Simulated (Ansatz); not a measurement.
**LaB6 (CaB6 type): other levels of theory at one geometry**

An exercise on one series of results from a longer session: the logs are not shown, and one member is left open.

Computed with Ansatz 0.2.0 (DFT at several levels, plane waves, PAW, unless a step's input says otherwise).

1 further run of the same task is left out (it didn't finish).

## Starting point

The structure is cubic, space group Pm-3m (No. 221). The conventional cell has a = 4.155 Å, b = 4.155 Å, c = 4.155 Å, α = 90.00°, β = 90.00°, γ = 90.00°. La (site symmetry m-3m) is surrounded by 24 B at 3.05 Å. Around B (site symmetry 4mm) lie 5 B at 1.66 to 1.76 Å.

Coordinates:

```cif
data_structure
_symmetry_space_group_name_H-M 'P 1'
_symmetry_Int_Tables_number 1
_cell_length_a 4.1550
_cell_length_b 4.1550
_cell_length_c 4.1550
_cell_angle_alpha 90.000
_cell_angle_beta 90.000
_cell_angle_gamma 90.000
_cell_volume 71.73
loop_
_atom_site_label
_atom_site_type_symbol
_atom_site_fract_x
_atom_site_fract_y
_atom_site_fract_z
_atom_site_occupancy
La1 La 0.00000 0.00000 0.00000 1
B1 B 0.19985 0.50000 0.50000 1
B2 B 0.80015 0.50000 0.50000 1
B3 B 0.50000 0.50000 0.19985 1
B4 B 0.50000 0.50000 0.80015 1
B5 B 0.50000 0.19985 0.50000 1
B6 B 0.50000 0.80015 0.50000 1
```

This cell comes from an earlier session at PBE: 10.247 Å³/atom at -0.03 GPa, on a 8×8×8 mesh, a metal on this mesh.

Levels to run: PBE+SOC; r²SCAN; PBEsol; LDA. Hardware: 4 threads of Arm Neoverse V1, shared host.

The first run:

input.yaml reads:

```yaml
crystal:
  lattice:
    - [4.1549734142, 0.0, 0.0]
    - [0.0, 4.1549734142, 0.0]
    - [0.0, 0.0, 4.1549734142]
  atoms:
    - { symbol: La, position: [0.0, 0.0, 0.0] }
    - { symbol: B, position: [0.1998455931, 0.5, 0.5] }
    - { symbol: B, position: [0.8001544069, 0.5, 0.5] }
    - { symbol: B, position: [0.5, 0.5, 0.1998455931] }
    - { symbol: B, position: [0.5, 0.5, 0.8001544069] }
    - { symbol: B, position: [0.5, 0.1998455931, 0.5] }
    - { symbol: B, position: [0.5, 0.8001544069, 0.5] }
basis:
  ecutwfc: 420
  ecutrho_ratio: 4
kpoints:
  mp_grid: { grid: [8, 8, 8] }
hamiltonian:
  xc: pbe
scf:
  occupations: { method: gaussian, width: 0.05 }
output:
  forces: true
  stress: true
  eigenvalues: true
  populations: true
  hubbard: { sites: [{ species: La, l: f }] }
  dos: { projected: true, de: 0.02 }
  write_density: true
  write_potential: true
  elf: true
  volumetric_format: npy
magnetization:
  noncollinear: true
  spin_orbit: true
```

The run is started by

```console
$ ansatz run input.yaml --threads 4 --pin off --max-ram 8192MiB --backend cpu --events-out ev --progress --plain --runs-dir out
```

Steps of the session up to this table: PBE+SOC; r²SCAN; PBEsol; LDA.

One table of the session follows, with a row left open; its other results are not shown here.

| level | pressure (GPa) |
| --- | --- |
| PBE | 0.0 |
| LDA | ? |
| PBEsol | -3.2 |
| PBE+SOC | 0.0 |
| r²SCAN | -0.4 |

**Question.** Estimate the row for LDA.

As computed: pressure (GPa): -7.4. In the column «pressure (GPa)» it is the lowest.

The pressure runs from -7.4 GPa (LDA) to 0.0 GPa (PBE); a negative pressure means that level wants a smaller cell, a positive one a larger cell. Total energies of different levels have different zeros and can't be compared.
